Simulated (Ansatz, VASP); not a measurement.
**Two plane-wave programs on BeS**

```
Be S
1.0
     0.00000    2.39823    2.39823
     2.39823    0.00000    2.39823
     2.39823    2.39823    0.00000
Be S
1 1
Cartesian
  0.0000 0.0000 0.0000
  1.1991 1.1991 1.1991
```

Alike in both runs: functional LDA; k mesh 8 × 8 × 8; occupations gaussian, width 0.02 eV; no spin polarisation.

Ansatz relaxed the structure, and its values are those at the end. VASP's run is a single point on that final structure, the one shown.

```csv
,VASP,Ansatz
version,VASP 6.6.1,Ansatz 0.2.0
potentials or method,"VASP PAW LDA potentials, release 64 (Be, S)","scalar-relativistic, plane waves, PAW"
plane-wave cutoff (eV),520,420
valence electrons in the cell,8,8
```

VASP gave:

```
gap on the k mesh at the Fermi level (eV) : 2.83
least direct gap on the mesh (eV)         : 5.53
pressure (GPa)                            : 0.0
```

Problem. Which values does Ansatz return?

Solution. gap on the k mesh at the Fermi level (eV): 2.82; least direct gap on the mesh (eV): 5.50; pressure (GPa): 0.0.

A k mesh can miss the band edges.
